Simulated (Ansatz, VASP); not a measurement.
One calculation of PtSe, two programs

INCAR

```
SYSTEM = PtSe
PREC = Accurate
ENCUT = 520
EDIFF = 1E-8
ISMEAR = -1
SIGMA = 0.03
LREAL = .FALSE.
LASPH = .TRUE.
NELM = 100
ALGO = Normal
ISIF = 2
LWAVE = .FALSE.
LCHARG = .FALSE.
GGA = PE
LEFG = .TRUE.
NBANDS = 15
```

File KPOINTS:

```
Automatic mesh
0
G
  11 11 11
  0 0 0
```

POSCAR

```
PtSe
1.0
    0.0000000000      2.6439660098      2.6439660098
    2.6439660098      0.0000000000      2.6439660098
    2.6439660098      2.6439660098      0.0000000000
Pt Se
1 1
Direct
    0.0000000000      0.0000000000      0.0000000000
    0.5000000000      0.5000000000      0.5000000000
```

Input for Ansatz:

```yaml
crystal:
  lattice:
    - [0.0, 2.6439660098, 2.6439660098]
    - [2.6439660098, 0.0, 2.6439660098]
    - [2.6439660098, 2.6439660098, 0.0]
  atoms:
    - { symbol: Pt, position: [0.0, 0.0, 0.0] }
    - { symbol: Se, position: [0.5, 0.5, 0.5] }
kpoints:
  mp_grid: { grid: [11, 11, 11] }
scf:
  occupations: { method: fermi_dirac, width: 0.03 }
hamiltonian:
  xc: pbe
  pseudopotentials: { kind: all_electron, datasets: crystal, nuclear_model: point }
output:
  forces: true
  stress: true
  eigenvalues: true
  efg: { contact_densities: true }
```

Alike in both runs: task electric field gradients; functional PBE; k mesh 11 × 11 × 11; occupations fermi-dirac, width 0.03 eV; no spin polarisation.

|  | VASP | Ansatz |
| --- | --- | --- |
| version | VASP 6.6.1 | Ansatz 0.2.0 |
| potentials or method | VASP PAW PBE potentials, release 64 (Pt, Se) | all-electron PAW with datasets made for the crystal, scalar-relativistic |
| plane-wave cutoff (eV) | 520 | see its input |

|  | VASP | Ansatz | Ansatz less VASP |
| --- | --- | --- | --- |
| pressure (GPa) | -0.1 | 0.0 | +0.05 |
| Vzz of the field gradient on the site that differs most (V/Å²) | 0.0 | 0.0 | 0.00 |

Ansatz ran all-electron here, so the differences hold the error of VASP's frozen core and of both bases. Ansatz warned: «gradients_without_spin_orbit».

The runs have no spin-orbit coupling, so splittings on Pt are missing.
